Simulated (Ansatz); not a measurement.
Born–Oppenheimer molecular dynamics of a periodic cell of 25 atoms, Si$_{8}$O$_{17}$ (host SiO2, host structure P4_2/mmc, interstitial O). It goes on from the last frame of an earlier run, with new velocities.

Method: DFT PBEsol, scalar-relativistic, plane waves, PAW (Ansatz). Settings: accuracy low, PAW set soft_1, cutoff 420 eV, k mesh 1x1x1, fermi-dirac smearing 0.02 eV, spin collinear.

```yaml
ensemble: NVE (velocity Verlet)
time_step: 1 fs
steps_asked: 170
starting_velocities_drawn_for: 1680 K
seed: 643053
```

First frame:

```xyz
25
Lattice="7.1418 0.0000 0.0000 0.0000 7.1418 0.0000 0.0000 0.0000 8.8209" Properties=species:S:1:pos:R:3
Si 5.421 3.540 1.374
Si 3.710 5.644 6.071
Si 3.862 1.732 5.815
Si 5.852 3.769 7.047
Si 1.770 3.625 7.377
Si 1.324 3.572 1.661
Si 3.310 5.409 2.974
Si 3.439 1.614 2.723
O 4.780 2.171 1.962
O 5.208 5.064 6.246
O 2.535 2.510 6.467
O 1.984 4.887 2.245
O 2.702 4.959 7.224
O 2.045 2.363 2.455
O 4.739 4.795 2.280
O 5.272 2.451 6.281
O 5.446 3.847 -0.162
O 3.022 5.075 4.532
O 3.862 1.986 4.253
O 1.515 3.284 0.115
O -0.189 3.537 1.818
O 4.051 0.143 6.196
O 0.281 3.875 6.674
O 3.533 -0.088 2.857
O 2.753 0.354 0.837
```

**Question.** What does the run give?

**Answer.** The run went to its last step.

```json
{"steps done": "170", "time covered": "170 fs", "mean temperature over the second half": "1225 K", "spread of the potential energy over the second half": "25.1 meV per atom", "mean potential energy of the second half above the start": "56.6 meV per atom"}
```

The conserved energy stayed within 0.27 meV per atom of its start (net change 0.18 meV per atom), so the integration is sound. A run of 0.17 ps of so small a system gives no equilibrium averages. Limits of this set-up: coarse k mesh, PAW files made for another functional, a small cell, in which the defect meets its images, low accuracy level.

**Question.** What happens to the structure?

**Answer.** Mean squared displacements from the first frame to the last, about the centre of mass: Si 0.23 Å², O 0.74 Å². The details hang on the random start.

**Question.** How do temperature and energy run in time?

**Answer.** 
| time (fs) | T (K) | potential energy less start (eV) | conserved less start (meV/atom) |
| --- | --- | --- | --- |
| 0 | 1680 | 0.000 | 0.00 |
| 5 | 1377 | 0.944 | 0.18 |
| 10 | 1138 | 1.688 | 0.21 |
| 15 | 1055 | 1.941 | 0.13 |
| 20 | 963 | 2.231 | 0.22 |
| 25 | 1034 | 2.006 | 0.14 |
| 30 | 1131 | 1.705 | 0.10 |
| 35 | 1138 | 1.685 | 0.19 |
| 40 | 1226 | 1.411 | 0.12 |
| 45 | 1254 | 1.326 | 0.13 |
| 50 | 1202 | 1.488 | 0.14 |
| 55 | 1126 | 1.723 | 0.19 |
| 60 | 1149 | 1.650 | 0.15 |
| 65 | 1201 | 1.488 | 0.12 |
| 70 | 1244 | 1.356 | 0.19 |
| 75 | 1395 | 0.886 | 0.07 |
| 80 | 1471 | 0.653 | 0.17 |
| 85 | 1582 | 0.306 | 0.06 |
| 90 | 1541 | 0.434 | 0.12 |
| 95 | 1403 | 0.861 | 0.12 |
| 100 | 1208 | 1.470 | 0.16 |
| 105 | 1048 | 1.966 | 0.14 |
| 110 | 906 | 2.406 | 0.20 |
| 115 | 960 | 2.238 | 0.16 |
| 120 | 1114 | 1.758 | 0.06 |
| 125 | 1093 | 1.825 | 0.20 |
| 130 | 1235 | 1.385 | 0.19 |
| 135 | 1512 | 0.523 | 0.03 |
| 140 | 1511 | 0.525 | 0.08 |
| 145 | 1339 | 1.062 | 0.18 |
| 150 | 1275 | 1.259 | 0.15 |
| 155 | 1217 | 1.437 | 0.04 |
| 160 | 1008 | 2.090 | 0.27 |
| 165 | 1071 | 1.893 | 0.09 |
| 170 | 1121 | 1.739 | 0.18 |

The run took 23 min on 1 thread of Arm Neoverse V2, with other jobs on the host, peak memory 0.64 GiB.
